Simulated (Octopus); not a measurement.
**Bi: single point with PBEsol**

Crystal: Bi.

```
Bi
1.0
     3.23838    0.00000    0.00000
     0.00000    3.22164    0.00000
    -0.08045    0.00000    6.44389
Bi
2
Direct
  0.55534 0.00070 0.75028
  0.45838 0.01271 0.24141
```

This isn't the form of Bi at room conditions, which is rhombohedral.

The cell isn't the ideal one: atoms moved at random, drawn with an rms of 0.05 Å.

```
Program             : Octopus 16.4
Task                : single point
Functional          : PBEsol
Potentials or basis : pseudodojo_pbesol (PseudoDojo 0.4, PBEsol)
Grid spacing        : 0.135 × 0.134 × 0.134 Å
k mesh              : 8 × 8 × 4
Occupations         : fermi-dirac, width 0.05 eV
Spin                : no spin polarisation
```

The largest force is 0.053 eV/Å. The band gap on the k mesh is none (metal or under the smearing width).

Forces in eV/Å, atoms in the order of the input:
```
Bi  -0.004  0.001 -0.052
Bi   0.004 -0.001  0.052
```

Levels at points of the mesh, in eV from the Fermi level:
| k point | band 12 | band 13 | band 14 | band 15 | band 16 | band 17 | band 18 | band 19 |
| --- | --- | --- | --- | --- | --- | --- | --- | --- |
| (0.00, 0.00, 0.00) | -11.26 | -5.05 | 3.24 | 3.32 | 3.33 | 4.81 | 5.26 | 6.48 |
| (0.00, 0.00, 0.50) | -12.36 | -1.93 | -1.69 | 3.95 | 4.01 | 4.06 | 4.23 | 7.65 |
| (0.50, 0.00, 0.00) | -9.41 | -5.01 | -3.23 | -3.03 | 2.31 | 5.26 | 5.58 | 7.18 |
| (0.00, 0.50, 0.00) | -9.31 | -5.07 | -3.14 | -3.11 | 2.69 | 5.21 | 5.29 | 6.85 |
| (0.50, 0.00, 0.50) | -10.46 | -4.38 | -4.26 | 0.13 | 0.36 | 5.38 | 5.45 | 6.01 |
| (0.00, 0.50, 0.50) | -10.40 | -4.36 | -4.21 | 0.09 | 0.38 | 5.44 | 5.46 | 5.94 |
| (0.50, 0.50, 0.00) | -7.42 | -3.15 | -3.07 | -1.42 | -1.39 | -1.20 | 2.74 | 4.89 |
| (0.50, 0.50, 0.50) | -8.49 | -2.48 | -2.47 | -2.35 | -2.33 | 2.09 | 2.36 | 3.39 |

Run time: 11 min on 1 thread of AMD EPYC 9R45 96-Core Processor (Zen 5), on a shared host, peak memory 3.6 GiB.

Caveat: spin-orbit coupling is left out, which moves the levels of the heavy elements.
